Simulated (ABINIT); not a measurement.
Crystal: BaZrO3.

```
Ba Zr O
1.0
     4.19134    0.00000    0.00000
     0.00000    4.19134    0.00000
     0.00000    0.00000    4.19134
Ba Zr O
1 1 3
Direct
  0.00000 0.00000 0.00000
  0.50000 0.50000 0.50000
  0.50000 0.50000 0.00000
  0.50000 0.00000 0.50000
  0.00000 0.50000 0.50000
```

| Quantity | Value |
| --- | --- |
| Program | ABINIT 10.8.3 (patched build) |
| Task | single point |
| Functional | PBE |
| Potentials or basis | JTH PAW PBE v2.0 |
| Cutoff | 626 eV |
| k mesh | 6 × 6 × 6 |
| Occupations | fermi-dirac, width 0.05 eV |
| Spin | no spin polarisation |

On this cell: pressure 4.4 GPa; largest force zero by symmetry; band gap on the k mesh 3.20 eV, indirect (least direct gap 3.42 eV).

The same run follows on a disturbed copy (atoms moved at random, drawn with an rms of 0.05 Å):

```
Ba Zr O
1.0
     4.19134    0.00000    0.00000
     0.00000    4.19134    0.00000
     0.00000    0.00000    4.19134
Ba Zr O
1 1 3
Direct
  0.00020 0.00777 0.99258
  0.50054 0.50828 0.49188
  0.49283 0.50117 0.00047
  0.49436 0.00155 0.50659
  0.99417 0.50599 0.50463
```

Q: What changes?

A: The energy moves by +2.0 meV/atom; pressure 4.5 GPa; largest force 0.282 eV/Å; band gap on the k mesh 3.22 eV, indirect (least direct gap 3.45 eV).

Forces in eV/Å, atoms in the order of the input:
```
Ba  -0.006 -0.012 -0.008
Zr  -0.139 -0.140  0.201
O    0.012 -0.009 -0.056
O    0.000  0.215 -0.079
O    0.133 -0.055 -0.059
```

Stress tensor (GPa, compression positive):
```
 4.48  0.01 -0.01
 0.01  4.44  0.00
-0.01  0.00  4.61
```

Caveats: this set's barium file shifts pressures by 1.5 GPa and gaps by 0.1 eV against other sets; spin-orbit coupling is left out, which moves the levels of the heavy elements.

A k mesh can miss the band edges.
